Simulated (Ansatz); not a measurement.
Crystal: MgO.

```
CELL_PARAMETERS angstrom
2.93802 0.00000 0.00000
-1.46901 2.54440 0.00000
0.00000 0.00000 2.67968
ATOMIC_POSITIONS crystal
Mg 0.00000 0.00000 0.00000
O 0.33333 0.66667 0.50000
```

Measurements of this composition are mostly on another form, of space group No. 225.

Program: Ansatz 0.2.0. Alike in all runs: task single point; level HSE06 form with a typed share of exact exchange; potentials or basis Ansatz PAW; no spin polarisation; cell as given; k mesh 5 × 5 × 5; cutoff (eV) 420; smearing fermi-dirac 0.05 eV; the mesh is coarse, so values aren't converged.

Order these runs on this cell by their band gap on the k mesh, lowest first.
A. screening (1/Å) 0.3
B. screening (1/Å) 0.1
C. screening (1/Å) 0.4
D. screening (1/Å) 0.2
E. screening (1/Å) 0.6

E (3.82 eV), C (4.16 eV), A (4.38 eV), D (4.64 eV), B (4.97 eV).

Caveats: all runs use coarse meshes; odd divisions of the mesh miss points on the zone boundary, where band edges often lie, so the gap on the mesh can be too wide.

A k mesh can miss the band edges.
